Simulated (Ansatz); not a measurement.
# Electroresistance of ZrC/ZnO/HfC, part 2 of 3

Wanted: the change of resistance of ZrC/ZnO/HfC with the barrier's polarity. The lower electrode is ZrC rock salt(111), the upper one HfC rock salt(111); the barrier is ZnO wurtzite(0001) (whole bilayers). In the first transport cell, after relaxation, the nearest pair of electrode and barrier is C–O at 1.40 Å, along the normal, at the lower face and C–Zn at 2.01 Å, along the normal, at the upper one. All share a net of side 3.31 Å, which strains the lower electrode by -0.6 %, the upper one by +0.7 % and the barrier by +0.6 %, against typed lattice constants near PBE's. The first steps treat the bulk electrodes alone.

Ansatz 0.2.0; PBE DFT, plane waves, PAW files (the session's first sound run).

So far. Step 4 (Relaxing the interfaces, polarity O face on the lower …): The largest force component on a free atom ends at 0.0050 eV/Å. At one or more of this run's solves the program warned of density in the dipole ramp over its bound, where dipole, forces and levels can be off.

### 5. T(E) of the junction, polarity O face on the lower electrode, gap between the electrodes 12.28 Å

This step: PBE DFT, plane waves, PAW files; ballistic transmission by layer matching between semi-infinite leads (Ansatz 0.2.0).

System of this step: ZrC/ZnO/HfC. The cell holds 38 atoms: 16 C, 7 Zr, 4 O, 4 Zn and 7 Hf. Its edges and angles: a = 3.310 Å, b = 3.310 Å, c = 63.800 Å, α = 90.0°, β = 90.0°, γ = 120.0°. Regions: left electrode, 15 atoms (8 C and 7 Zr); barrier, 8 atoms (4 O and 4 Zn); right electrode, 15 atoms (8 C and 7 Hf). Vacuum lies along c.

The relaxed core is set between ideal electrode layers (this cell holds 8 atomic planes between the electrodes; where that differs from the relaxed slab, whole periods were copied in or cut out without a new relaxation), which the solver continues as semi-infinite leads. A wide energy window on a coarse mesh (12×12) shows where the Fermi level lies against the barrier's bands; the projected density of states shows how far the metals' states reach in.

Contents of input.yaml:

```yaml
crystal:
  lattice:
    - [3.31, 0.0, 0.0]
    - [-1.655, 2.8665440865, 0.0]
    - [0.0, 0.0, 63.7995593723]
  atoms:
    - { symbol: C, position: [0.66666667, 0.33333333, 0.1097186261] }
    - { symbol: Zr, position: [0.0, 0.0, 0.1310972339] }
    - { symbol: C, position: [0.33333333, 0.66666667, 0.1524758417] }
    - { symbol: Zr, position: [0.66666667, 0.33333333, 0.1738544495] }
    - { symbol: C, position: [0.0, 0.0, 0.1952330573] }
    - { symbol: Zr, position: [0.33333333, 0.66666667, 0.2166116651] }
    - { symbol: C, position: [0.66666667, 0.33333333, 0.237990273] }
    - { symbol: Zr, position: [0.0, 0.0, 0.2593688808] }
[... 26 atom lines left out ...]
    - { symbol: Hf, position: [0.0, 0.0, 0.8273509727] }
    - { symbol: C, position: [0.33333333, 0.66666667, 0.8483277731] }
    - { symbol: Hf, position: [0.66666667, 0.33333333, 0.8693045735] }
    - { symbol: C, position: [0.0, 0.0, 0.8902813739] }
kpoints:
  mp_grid: { grid: [12, 12, 1] }
scf:
  occupations: { method: fermi_dirac, width: 0.1 }
  max_iter: 150
hamiltonian:
  xc: pbe
output:
  transmission:
    kmesh: [12, 12]
    e_range: [-4, 2]
    de: 0.1
    leads: [[6, 8], [30, 32]]
  dos: { projected: true, e_range: [-6, 5], de: 0.05 }
  write_potential: true
  write_density: true
  volumetric_format: npy
  elf: true
```

Started as:

```sh
ansatz run input.yaml --threads 4 --pin off --max-ram 18432MiB --backend cpu --events-out ev --progress --plain --runs-dir out
```

Wall time 4.4 min (4 threads of Arm Neoverse V2, shared host); peak memory 5 GiB; 17 min of CPU time.

Numbers from this step:

| Property | Result |
| --- | --- |
| free energy | -158908.7564 eV |
| Fermi energy | 10.44 eV |
| level to which the leads are filled | 0 eV from the Fermi level |
| transmission at the Fermi level (a spin, zone mean) | 0.007287 |
| channels of the lower lead | 0.25 |
| channels of the upper lead | 0.25 |
| potential step in the lower lead | 54 meV |
| potential step in the upper lead | 51.5 meV |

One spin. Transmission, zone mean against energy, zero at the Fermi level:

```
energy (eV)  transmission, zone mean
      -4.00                   0.0967
      -3.80                   0.0379
      -3.60                   0.0885
      -3.40                   0.0918
      -3.30                    0.219
      -3.20                   0.0909
      -3.00                   0.0228
      -2.80                   0.0190
      -2.60                   0.0471
      -2.30                   0.0225
      -2.20                   0.0439
      -2.10                   0.0180
      -1.90                   0.0119
      -1.70                   0.0161
      -1.50                   0.0113
      -1.30                  0.00368
      -1.10                  0.00445
      -0.90                   0.0113
      -0.70                   0.0114
      -0.50                   0.0228
      -0.40                   0.0343
      -0.30                   0.0289
      -0.10                   0.0104
       0.00                  0.00729
       0.10                  0.00207
       0.30                  0.00283
       0.60                  0.00291
       0.80                  0.00563
       1.00                  0.00676
       1.20                   0.0111
       1.40                  0.00777
       1.60                   0.0191
       1.80                   0.0185
       2.00                   0.0277
```

One spin. Table of open channels, zone mean by energy, zero at the Fermi level:

```
energy (eV)  lower lead  upper lead
      -4.00       0.944       0.986
      -3.80       0.944        1.07
      -3.60       0.986       0.986
      -3.40        1.07       0.903
      -3.20       0.903       0.653
      -3.00       0.882       0.729
      -2.80        1.04        1.21
      -2.60        1.46        1.60
      -2.30        2.17        2.10
      -2.10        1.96        1.90
      -1.90        1.77        1.69
      -1.70        1.58        1.54
      -1.50        1.42        1.42
      -1.30        1.21        1.21
      -1.10        1.08        1.08
      -0.90       0.833       0.833
      -0.70       0.875       0.833
      -0.50       0.583       0.583
      -0.30       0.417       0.458
      -0.10       0.333       0.271
       0.00        0.25        0.25
       0.10       0.292       0.417
       0.30       0.458       0.542
       0.60       0.542       0.542
       0.80       0.792       0.667
       1.00       0.944       0.792
       1.20       0.958       0.938
       1.40       0.958       0.951
       1.60        1.21        1.08
       1.80        1.29        1.21
       2.00        1.29        1.29
```

Transmission over k1 and k2. At 0.0000 eV from the Fermi level; zeros and values more than six decades under the largest are shown at that floor.

log10 of the mean of each cell; the least values stand at a floor. Values, 12 rows by 12 columns:
```
-6.7 -4.6 -6.7 -6.7 -6.7 -6.7 -4.6 -6.7 -6.7 -6.7 -6.7 -6.7
-6.7 -6.7 -3.9 -6.7 -6.7 -6.7 -3.9 -6.7 -6.7 -6.7 -6.7 -6.7
-6.7 -6.7 -6.7 -3.5 -6.7 -6.7 -3.5 -6.7 -6.7 -6.7 -6.7 -6.7
-6.7 -6.7 -6.7 -6.7 -6.7 -6.7 -6.7 -6.7 -6.7 -6.7 -6.7 -6.7
-6.7 -6.7 -6.7 -6.7 -6.7 -0.8 -0.8 -6.7 -6.7 -6.7 -6.7 -6.7
-6.7 -4.6 -3.9 -3.5 -6.7 -0.8 -0.7 -0.8 -6.7 -3.5 -3.9 -4.6
-6.7 -6.7 -6.7 -6.7 -6.7 -6.7 -0.8 -0.8 -6.7 -6.7 -6.7 -6.7
-6.7 -6.7 -6.7 -6.7 -6.7 -6.7 -6.7 -6.7 -6.7 -6.7 -6.7 -6.7
-6.7 -6.7 -6.7 -6.7 -6.7 -6.7 -3.5 -6.7 -6.7 -3.5 -6.7 -6.7
-6.7 -6.7 -6.7 -6.7 -6.7 -6.7 -3.9 -6.7 -6.7 -6.7 -3.9 -6.7
-6.7 -6.7 -6.7 -6.7 -6.7 -6.7 -4.6 -6.7 -6.7 -6.7 -6.7 -4.6
-6.7 -6.7 -6.7 -6.7 -6.7 -6.7 -6.7 -6.7 -6.7 -6.7 -6.7 -6.7
```
Columns: k1 (b1) from -0.5 to 0.417; rows upwards: k2 (b2) from -0.5 to 0.417.

Open channels of the lower lead over k1 and k2. At 0.0000 eV from the Fermi level.

Ten even steps from '0' (0.00) to '9' (3.00):
```
030000300000
003000300000
000300300000
000000000000
000006600000
333306960333
000000660000
000000000000
000000300300
000000300030
000000300003
300000300000
```
Columns: k1 (b1) from -0.5 to 0.417; rows upwards: k2 (b2) from -0.5 to 0.417.

Open channels of the upper lead over k1 and k2. At 0.0000 eV from the Fermi level.

Ten even steps from '_' (0.00) to '@' (3.00):
```
__--________--__________
____--______--__________
______--____--__________
________________________
__________****__________
--------__**@@**__------
____________****________
________________________
____________--____--____
____________--______--__
____________--________--
--__________--__________
```
Columns: k1 (b1) from -0.5 to 0.417; rows upwards: k2 (b2) from -0.5 to 0.417.

Projected DOS an atom over height of the atomic layer and energy from the Fermi level. Layers: C Zr C Zr C Zr C Zr C Zr C Zr C Zr C O Zn O Zn O Zn O Zn C Hf C Hf C Hf C Hf C Hf C Hf C Hf C; projections on atoms miss part of the total, and the computed bands can run out at the top of the range; a column is the mean of 3 neighbouring layers, the last of those left over.

Ten even steps from '0' (0.00 states/eV) to '9' (3.55 states/eV), each cell a mean:
```
1313100011111
1212100011111
1212100010101
1111100011101
1111100000100
0101000000000
0100000000000
0000000000000
0000000000000
3000100100003
1000100110002
1000000100002
1111100101111
2121100211112
3454201233332
2223202234441
1111012110010
1111111111110
0111011101110
0000001101110
0000026900000
0000124400000
```
Columns: height of the atomic layer (Å) from 8.36 to 56.1 (not evenly spaced); rows upwards: energy from the Fermi level (eV) from -6 to 5.

ELF in the ca plane at fractional y = 0.333, with atoms of C and Zr and Zn and O and Hf within 0.2 Å of it. It is the smooth field of the valence electrons, not physical close to the nuclei.

Ten even steps from '0' (0.00) to '9' (0.79), each cell a mean:
```
57633542114899731124530111121268852101111111
98972232248978974222210011001499995100110001
82792122369824996322100110001596697200110001
95882122259956985222200010001498896100110001
89852332126999852124420011111389973101111111
33325642122587421125741232111245531112332111
21258853332233123337962365210011111113564210
32368853442122134337962466310001112113675310
11137752221355223226851243111122211112443110
```
Columns run along c (16.0 Å, from fractional 0.30 to 0.55 of the cell), rows up along a (3.3 Å). Atoms in or near the plane, at fractional coordinates: Zr at (0.30, 0.67), C at (0.37, 0.67), Zn at (0.45, 0.67), O at (0.48, 0.67), Zn at (0.53, 0.67).

Valence density in the ca plane at fractional y = 0.333, with atoms of C and Zr and Zn and O and Hf within 0.2 Å of it. It is the smooth field of the valence electrons, not physical close to the nuclei.

Ten steps, logarithmic in the rise over the least value, from '0' (0 e/Å³) to '9' (29 e/Å³), each cell a mean:
```
11221000001221012221000001344211100112221110
23553100002564224542000003687520000123332100
25664100013897235663100014899620000123443100
24664100013786225653100014798620000123433100
12332100001342113432000002566411000112332100
01111000001110001111000011222111111111111111
00001100011100000011100011111111112211111222
00001100011100000011100111111111122211001222
00011000011100000011000011111111111111111121
```
Columns run along c (16.0 Å, from fractional 0.46 to 0.71 of the cell), rows up along a (3.3 Å). Atoms in or near the plane, at fractional coordinates: O at (0.48, 0.67), Zn at (0.53, 0.67), O at (0.56, 0.67), Hf at (0.62, 0.67), C at (0.68, 0.67).

Electrostatic potential energy in the ca plane at fractional y = 0.333, with atoms of C and Zr and Zn and O and Hf within 0.2 Å of it. With pseudopotentials it is smooth inside the atoms' cores, unlike the true potential.

Values in eV, 5 rows by 16 columns, each cell a mean:
```
  5  10   8  -4   8  11  13   7 -14   5  -2  11  12  -7  -1   2
 -2  12   6 -33   8  13  14   0 -32  -8 -31  10  10 -25 -14 -23
  5  10   8  -5   8  11  13   6 -15   5  -4  11  12  -8  -1   1
 10   4   2  10   1   5  11  11   9  12  10   7  13  11  12  13
 10   4   2  10   0   5  11  11  10  12  10   7  13  12  13  13
```
Columns run along c (16.0 Å, from fractional 0.31 to 0.56 of the cell; values clipped at the 3rd and 97th percentile), rows up along a (3.3 Å). Atoms in or near the plane, at fractional coordinates: C at (0.37, 0.67), Zn at (0.45, 0.67), O at (0.48, 0.67), Zn at (0.53, 0.67), O at (0.56, 0.67).

At the Fermi level the transmission is 0.0073, as a zone mean for one spin on this coarse mesh. At the Fermi level the layers of this cell's barrier hold from 0.021 to 0.22 states an eV and atom. In the worse lead the potential repeats within 54 meV, which the program flags as too much for a lead, so G carries that doubt.

### 6. Conductance on a fine mesh, polarity O face on the lower electrode, gap between the electrodes 12.28 Å

The conductance needs T(E) within ten thermal energies of the Fermi level, on steps under 1.5 kT, and a finer mesh (30×30), since the current can rest on few wavevectors.

input.yaml, as its differences from that of step 5:

```diff
@@ -53,10 +53,5 @@
   transmission:
-    kmesh: [12, 12]
-    e_range: [-4, 2]
-    de: 0.1
+    kmesh: [30, 30]
+    e_range: [-0.26, 0.27]
+    de: 0.0375
     leads: [[6, 8], [30, 32]]
-  dos: { projected: true, e_range: [-6, 5], de: 0.05 }
-  write_potential: true
-  write_density: true
-  volumetric_format: npy
-  elf: true
```

Wall time 4.1 min (4 threads); peak memory 4.2 GiB.

Numbers from this step:

| Quantity | Value |
| --- | --- |
| transmission at the Fermi level (a spin, zone mean) | 0.003934 |
| channels of the lower lead | 0.3 |
| channels of the upper lead | 0.3733 |
| ballistic conductance of the lower lead | 2.42e14 S/m² |
| ballistic conductance of the upper lead | 3.02e14 S/m² |
| junction conductance | 3.63e12 S/m² |
| error estimates by source, in the log's order | 0.9, 5.9, 18.6, 62.9, 6.9 % |
| resistance-area product beyond the leads | 0.2715 Ω um² |

One spin. The transmission, zone mean by energy, zero at the Fermi level:

```
energy (eV)  transmission, zone mean
     -0.260                   0.0318
     -0.223                   0.0266
     -0.185                   0.0130
     -0.147                   0.0106
     -0.110                  0.00866
     -0.072                  0.00633
     -0.035                  0.00446
      0.003                  0.00393
      0.040                  0.00387
      0.077                  0.00351
      0.115                  0.00334
      0.152                  0.00309
      0.190                  0.00284
      0.228                  0.00249
      0.265                  0.00287
```

One spin. The open channels, zone mean by energy, zero at the Fermi level:

```
energy (eV)  lower lead  upper lead
     -0.260       0.333       0.353
     -0.223       0.307       0.333
     -0.185       0.313       0.313
     -0.147        0.32       0.313
     -0.110       0.293       0.317
     -0.072       0.273        0.33
     -0.035       0.253        0.36
      0.003         0.3       0.373
      0.040       0.323       0.373
      0.077        0.34       0.387
      0.115       0.367       0.387
      0.152       0.393       0.427
      0.190       0.373       0.453
      0.228       0.413        0.42
      0.265        0.44       0.467
```

Transmission over k1 and k2. At 0.0025 eV from the Fermi level; zeros and values more than six decades under the largest are shown at that floor.

log10 of the mean of each cell; the least values stand at a floor. Values, 12 rows by 16 columns:
```
-5.9 -5.1 -5.7 -6.7 -6.7 -6.7 -6.7 -5.9 -5.0 -6.7 -6.7 -6.7 -6.7 -6.7 -6.7 -6.7
-6.7 -5.3 -4.0 -3.8 -4.6 -6.7 -5.0 -3.7 -4.1 -5.3 -6.7 -6.7 -6.7 -6.7 -6.7 -6.7
-6.7 -6.7 -4.0 -3.6 -3.6 -6.7 -6.7 -3.7 -3.5 -4.0 -6.7 -6.7 -6.7 -6.7 -6.7 -6.7
-6.7 -6.7 -6.7 -4.6 -3.0 -2.8 -6.7 -6.7 -2.6 -5.2 -6.7 -6.7 -6.7 -6.7 -6.7 -6.7
-6.7 -6.7 -4.5 -5.0 -6.7 -6.7 -1.9 -1.4 -1.6 -3.6 -6.7 -6.7 -4.5 -5.0 -6.7 -6.7
-5.9 -4.9 -3.8 -3.6 -2.9 -2.8 -1.6 -0.8 -0.8 -1.3 -2.7 -2.6 -3.5 -3.8 -4.6 -5.3
-6.7 -6.3 -4.6 -3.7 -3.8 -6.7 -3.3 -1.4 -0.9 -1.1 -2.6 -6.7 -3.9 -3.7 -4.3 -6.3
-6.7 -6.7 -6.7 -6.7 -6.7 -6.7 -6.7 -6.7 -2.3 -2.3 -3.0 -6.7 -6.7 -6.7 -6.7 -6.7
-6.7 -6.7 -6.7 -6.7 -6.7 -6.7 -5.5 -3.8 -2.5 -5.2 -6.7 -2.6 -3.6 -4.3 -6.7 -6.7
-6.7 -6.7 -6.7 -6.7 -6.7 -6.7 -5.1 -3.7 -3.6 -4.1 -6.7 -4.6 -3.6 -3.6 -4.3 -6.7
-6.7 -6.7 -6.7 -6.7 -6.7 -6.7 -6.7 -5.8 -4.2 -4.4 -6.7 -6.7 -4.9 -4.2 -4.6 -5.7
-6.7 -6.7 -6.7 -6.7 -6.7 -6.7 -6.7 -6.7 -5.5 -6.7 -6.7 -6.7 -6.7 -6.7 -6.3 -5.5
```
Columns: k1 (b1) from -0.5 to 0.467; rows upwards: k2 (b2) from -0.5 to 0.467.

G = 3.6e12 S/m² (1/G = 0.275 Ω µm²). The largest error estimate is 63 %, from the leads' potential steps. In the worse lead the potential repeats within 54 meV, which the program flags as too much for a lead, so G carries that doubt. By hand, Landauer's formula with T at one energy: G = (e²/h) ΣT / A = 3.874e-5 S × 0.00787 / 9.488 Å² = 3.2e12 S/m², with T summed over both spins. The printed value averages T over the Fermi window and is 1.1 times this.

### 7. Relaxation, polarity Zn face on the lower electrode

This step: PBE DFT, plane waves, PAW files (Ansatz 0.2.0).

System of this step: ZrC/ZnO/HfC. The cell holds 16 atoms: 2 Zr, 4 C, 4 Zn, 4 O and 2 Hf. Its edges and angles: a = 3.310 Å, b = 3.310 Å, c = 36.154 Å, α = 90.0°, β = 90.0°, γ = 120.0°. Vacuum lies along c.

The new interface needs a relaxation of its own, since bond lengths at the faces set the dipole and the overlap. A short slab in vacuum serves: only the barrier and the layers next to it are taken over, and later cells can add or drop layers in the barrier's middle. The dipole correction removes the field that unlike faces would set up across the vacuum.

Contents of input.yaml:

```yaml
crystal:
  lattice:
    - [3.31, 0.0, 0.0]
    - [-1.655, 2.8665440865, 0.0]
    - [0.0, 0.0, 36.1541923208]
  atoms:
    - { symbol: Zr, position: [0.33333333, 0.66666667, 0.2212744771] }
    - { symbol: C, position: [0.66666667, 0.33333333, 0.2590435552] }
    - { symbol: Zr, position: [0.0, 0.0, 0.2968126333] }
    - { symbol: C, position: [0.33333333, 0.66666667, 0.3345817114] }
    - { symbol: Zn, position: [0.33333333, 0.66666667, 0.39073011] }
    - { symbol: O, position: [0.66666667, 0.33333333, 0.4082465742] }
    - { symbol: Zn, position: [0.66666667, 0.33333333, 0.4637153776] }
    - { symbol: O, position: [0.33333333, 0.66666667, 0.4812318419] }
    - { symbol: Zn, position: [0.33333333, 0.66666667, 0.5367006453] }
    - { symbol: O, position: [0.66666667, 0.33333333, 0.5542171096] }
    - { symbol: Zn, position: [0.66666667, 0.33333333, 0.609685913] }
    - { symbol: O, position: [0.33333333, 0.66666667, 0.6272023772] }
    - { symbol: C, position: [0.33333333, 0.66666667, 0.6678615624] }
    - { symbol: Hf, position: [0.66666667, 0.33333333, 0.7048162159] }
    - { symbol: C, position: [0.0, 0.0, 0.7417708694] }
    - { symbol: Hf, position: [0.33333333, 0.66666667, 0.7787255229] }
kpoints:
  mp_grid: { grid: [8, 8, 1] }
scf:
  occupations: { method: fermi_dirac, width: 0.1 }
  max_iter: 150
hamiltonian:
  xc: pbe
efield:
  axis: 3
  dipole_correction: true
relax:
  f_tol: 0.04
  max_steps: 90
output:
  forces: true
```

Elapsed: 62 s, on 4 threads; peak memory 1.2 GiB.

Step by step:

```
step  energy less that of the first step (eV)  largest force component (eV/Å)
   1                                   0.0000                          1.6428
   2                                  -0.5853                          2.3477
   3                                  -0.8861                          1.1743
   4                                  -0.9701                          0.4330
   5                                  -0.9735                          0.4072
   6                                  -1.0094                          0.1786
   7                                  -1.0111                          0.1066
   8                                  -1.0121                          0.0243
   9                                  -1.0121                          0.0244
```

The run keeps the 6 symmetry operations that it works with, so distortions that break them were not tested.

The atoms that moved most (Å):

```
atom     dx     dy      dz  length
 Zr3  0.000  0.000   0.263   0.263
 Zr1  0.000  0.000   0.235   0.235
 Zn5  0.000  0.000  -0.177   0.177
  C4  0.000  0.000  -0.155   0.155
  C2  0.000  0.000  -0.111   0.111
 Zn7  0.000  0.000  -0.105   0.105
 C15  0.000  0.000   0.096   0.096
 Zn9  0.000  0.000  -0.081   0.081
```

Final coordinates:

```cif
data_structure
_symmetry_space_group_name_H-M 'P 1'
_symmetry_Int_Tables_number 1
_cell_length_a 3.3100
_cell_length_b 3.3100
_cell_length_c 36.1542
_cell_angle_alpha 90.000
_cell_angle_beta 90.000
_cell_angle_gamma 120.000
_cell_volume 343.04
loop_
_atom_site_label
_atom_site_type_symbol
_atom_site_fract_x
_atom_site_fract_y
_atom_site_fract_z
_atom_site_occupancy
Zr1 Zr 0.33333 0.66667 0.22778 1
C2 C 0.66667 0.33333 0.25598 1
Zr3 Zr 0.00000 0.00000 0.30409 1
C4 C 0.33333 0.66667 0.33030 1
Zn5 Zn 0.33333 0.66667 0.38583 1
O6 O 0.66667 0.33333 0.40720 1
Zn7 Zn 0.66667 0.33333 0.46081 1
O8 O 0.33333 0.66667 0.48082 1
Zn9 Zn 0.33333 0.66667 0.53446 1
O10 O 0.66667 0.33333 0.55500 1
Zn11 Zn 0.66667 0.33333 0.60845 1
O12 O 0.33333 0.66667 0.62933 1
C13 C 0.33333 0.66667 0.66934 1
Hf14 Hf 0.66667 0.33333 0.70629 1
C15 C 0.00000 0.00000 0.74441 1
Hf16 Hf 0.33333 0.66667 0.77652 1
```

Numbers from this step:

- free energy: -56359.1358 eV
- Fermi energy: 5.974 eV

The largest force component on a free atom ends at 0.024 eV/Å. At one or more of this run's solves the program warned of density in the dipole ramp over its bound, where dipole, forces and levels can be off.

(Continued in part 3 of 3.)

[Logs are printed without paths, hosts, clocks, repeated set-up lines and the standing remarks that a program may print on its own settings, such as how far it seeks lower states.]

[Hosts, paths, dates, database ids (printed as entryN), source tags and the programs' standing remarks are cut or masked in the printed files.]
